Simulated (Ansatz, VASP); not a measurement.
# MoH5: VASP beside Ansatz

```
H Mo
1.0
     3.63844    0.00000    0.00000
     0.00000    3.63844    0.00000
     0.00000    0.00000    4.20391
H Mo
5 1
Direct
  0.00000 0.50000 0.50000
  0.50000 0.00000 0.50000
  0.00000 0.00000 0.66899
  0.00000 0.00000 0.33101
  0.50000 0.50000 0.50000
  0.50000 0.50000 0.00000
```

Alike in both runs: task relaxation of cell and atoms; functional PBE; k mesh 6 × 6 × 4; occupations gaussian, width 0.1 eV; no spin polarisation.

```csv
,VASP,Ansatz
version,VASP 6.6.1,Ansatz 0.2.0
potentials or method,"VASP PAW PBE potentials, release 64 (H, Mo_sv)","scalar-relativistic, plane waves, PAW"
plane-wave cutoff (eV),600,420
valence electrons in the cell,19,19
```

Ansatz gave:

```
gap on the k mesh at the Fermi level, each at its own relaxed structure (eV) : none
relaxed volume (Å³/atom)                                                     : 5.34
relaxed cell length with the largest relative difference (Å)                 : 3.443
energy change over the relaxation (meV/atom)                                 : -804
```

Problem. What did VASP give for the same quantities?

Solution. gap on the k mesh at the Fermi level, each at its own relaxed structure (eV): none; relaxed volume (Å³/atom): 5.35; relaxed cell length with the largest relative difference (Å): 3.444; energy change over the relaxation (meV/atom): -803.

A gap of «none» marks a metal or a gap that the smearing closes.

Caveats: the k mesh is coarse (spacing up to 0.37 Å⁻¹), so the values aren't converged; the volume moved by over 15 % at a fixed basis, so the end points are rough (VASP).
